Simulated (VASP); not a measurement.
# A VASP 6.6.1 single-point calculation on GaSb

INCAR

```
SIGMA = 0.02
LREAL = .FALSE.
IBRION = -1
LCHARG = .FALSE.
ISMEAR = -1
ENCUT = 520
LASPH = .TRUE.
GGA = CA
ISIF = 2
LWAVE = .FALSE.
NBANDS = 11
NELM = 58
PREC = Accurate
NSW = 0
EDIFF = 1E-7
```

KPOINTS

```
KPOINTS created by Atomic Simulation Environment
0
Gamma
8 8 8
0 0 0
```

POSCAR

```
Ga Sb
 1.0000000000000000
     0.0000000000000000    2.8731179418333888    2.8731179418333888
     2.8731179418333888   -0.0000000000000000    2.8731179418333888
     2.8731179418333888    2.8731179418333888   -0.0000000000000000
 Ga  Sb
   1   1
Cartesian
 -0.0000000000000000 -0.0000000000000000 -0.0000000000000000
  2.8731179418333888  2.8731179418333888  2.8731179418333888
```

The recommended LDA PAW datasets give the neutral cell 18 valence electrons.

Command

```
mpirun -np 1 vasp_std
```

OSZICAR

```
N       E                     dE             d eps       ncg     rms          rms(c)
DAV:   1     0.770596069091E+02    0.77060E+02   -0.91186E+03   646   0.213E+03
DAV:   2    -0.242518974182E+01   -0.79485E+02   -0.77852E+02   682   0.351E+02
DAV:   3    -0.822941627419E+01   -0.58042E+01   -0.55538E+01   716   0.793E+01
DAV:   4    -0.840315862994E+01   -0.17374E+00   -0.17240E+00   768   0.136E+01
DAV:   5    -0.840710102325E+01   -0.39424E-02   -0.39383E-02   779   0.200E+00    0.257E+00
DAV:   6    -0.838168373856E+01    0.25417E-01   -0.60357E-02   760   0.540E+00    0.141E+00
DAV:   7    -0.837590211219E+01    0.57816E-02   -0.10631E-02   981   0.166E+00    0.276E-01
DAV:   8    -0.837536909742E+01    0.53301E-03   -0.16417E-03   730   0.790E-01    0.384E-02
DAV:   9    -0.837537194385E+01   -0.28464E-05   -0.76547E-05   741   0.159E-01    0.136E-02
DAV:  10    -0.837537216810E+01   -0.22424E-06   -0.77342E-06   722   0.465E-02    0.155E-03
DAV:  11    -0.837537221888E+01   -0.50782E-07   -0.34323E-07   679   0.664E-03
   1 F= -.83753722E+01 E0= -.83748435E+01  d E =-.105747E-02
```

Standard output (part)

```
POSCAR found type information on POSCAR GaSb
 POSCAR found :  2 types and       2 ions
 LDA part: xc-table for (Slater(with rela. corr.)+CA(PZ))
 , standard interpolation
 POSCAR, INCAR and KPOINTS ok, starting setup
 WAVECAR not read
 entering main loop
```

From OUTCAR

```
k-points           NKPTS =     29   k-points in BZ     NKDIM =     29   number of bands    NBANDS=     11

   NELECT =      18.0000    total number of electrons

   dimension x,y,z NGX =    30 NGY =   30 NGZ =   30
   dimension x,y,z NGXF=    60 NGYF=   60 NGZF=   60

  energy-cutoff  :      520.00
  volume of cell :       47.43
      direct lattice vectors                 reciprocal lattice vectors
     0.000000000  2.873117942  2.873117942    -0.174026967  0.174026967  0.174026967
     2.873117942  0.000000000  2.873117942     0.174026967 -0.174026967  0.174026967
     2.873117942  2.873117942  0.000000000     0.174026967  0.174026967 -0.174026967

 k-points in reciprocal lattice and weights: KPOINTS created by Atomic Simulation Env
   0.00000000  0.00000000  0.00000000       0.002
   0.12500000  0.00000000  0.00000000       0.016
   0.25000000  0.00000000  0.00000000       0.016
   0.37500000  0.00000000  0.00000000       0.016
   0.50000000  0.00000000  0.00000000       0.008
   0.12500000  0.12500000  0.00000000       0.012
   0.25000000  0.12500000  0.00000000       0.047
   0.37500000  0.12500000  0.00000000       0.047
   ...

 E-fermi :   6.2510

 k-point     1 :       0.0000    0.0000    0.0000
  band No.  band energies     occupation
      1      -8.4938      2.00000
      2      -8.4938      2.00000
      3      -8.4714      2.00000
      4      -8.4714      2.00000
      5      -8.4714      2.00000
      6      -5.5452      2.00000
      7       6.2373      1.33048
      8       6.5603      0.00000
      9       6.5603      0.00000
     10       6.5603      0.00000
     11      12.6298      0.00000

 k-point     2 :       0.1250    0.0000    0.0000
  band No.  band energies     occupation
      1      -8.4965      2.00000
      2      -8.4965      2.00000
      3      -8.4717      2.00000
      4      -8.4696      2.00000
      5      -8.4696      2.00000
      6      -5.3460      2.00000
      7       4.2263      2.00000
      8       6.5568      0.00000
      9       6.5568      0.00000
     10       8.0264      0.00000
     11      11.6240      0.00000

 k-point     3 :       0.2500    0.0000    0.0000
  band No.  band energies     occupation
      1      -8.5037      2.00000
      2      -8.5037      2.00000
      3      -8.4727      2.00000
      4      -8.4644      2.00000
      5      -8.4644      2.00000
      6      -4.7593      2.00000
      7       2.0003      2.00000
      8       6.6024      0.00000
      9       6.6024      0.00000
     10       8.6775      0.00000
     11      10.1934      0.00000

 k-point     4 :       0.3750    0.0000    0.0000
  band No.  band energies     occupation
      1      -8.5114      2.00000
      2      -8.5114      2.00000
      3      -8.4741      2.00000
      4      -8.4587      2.00000
      5      -8.4587      2.00000
      6      -3.8536      2.00000
      7       0.0334      2.00000
      8       6.7638      0.00000
      9       6.7638      0.00000
     10       8.8750      0.00000
     11       9.0784      0.00000

 k-point     5 :       0.5000    0.0000    0.0000
  band No.  band energies     occupation
      1      -8.5146      2.00000
      2      -8.5146      2.00000
      3      -8.4748      2.00000
      4      -8.4563      2.00000
      5      -8.4563      2.00000
      6      -3.1527      2.00000
      7      -1.0323      2.00000
      8       6.9021      0.00000
      9       6.9021      0.00000
     10       8.6068      0.00000
     11       8.6068      0.00000

 ...

  Total       -0.8601754     -0.8601754     -0.8601754      0.0000000      0.0000000     -0.0000000
  in kB      -29.0540880    -29.0540880    -29.0540880      0.0000000      0.0000000     -0.0000000
  external PRESSURE =     -29.0540880 kB  Pullay stress =       0.0000000 kB

 POSITION                                       TOTAL-FORCE (eV/Angst)
 -----------------------------------------------------------------------------------
      0.00000      0.00000      0.00000        -0.000000     -0.000000      0.000000
      2.87312      2.87312      2.87312         0.000000      0.000000     -0.000000
 -----------------------------------------------------------------------------------
    total drift:                               -0.000000      0.000000      0.000000

  FREE ENERGIE OF THE ION-ELECTRON SYSTEM (eV)
  ---------------------------------------------------
  free  energy   TOTEN  =        -8.3753722189 eV

  energy  without entropy=       -8.3743147450  energy(sigma->0) =       -8.37484348
```

It converged. Results: gap between bands v and c on the k mesh -3.23 eV (bands overlap: a metal); least direct gap on the k mesh 0.00 eV; pressure -2.9 GPa. Band v is the last that the valence electrons fill when counted band by band, and c is the next.

For comparison, a separate LDA run of the intended cell, on usual settings and not on those above, gives a gap of -3.23 eV on its mesh and a pressure of -2.9 GPa.

The run above took about 8.6 s on one core of a shared host (Intel Xeon Platinum 8488C) and held 0.16 GiB at most.
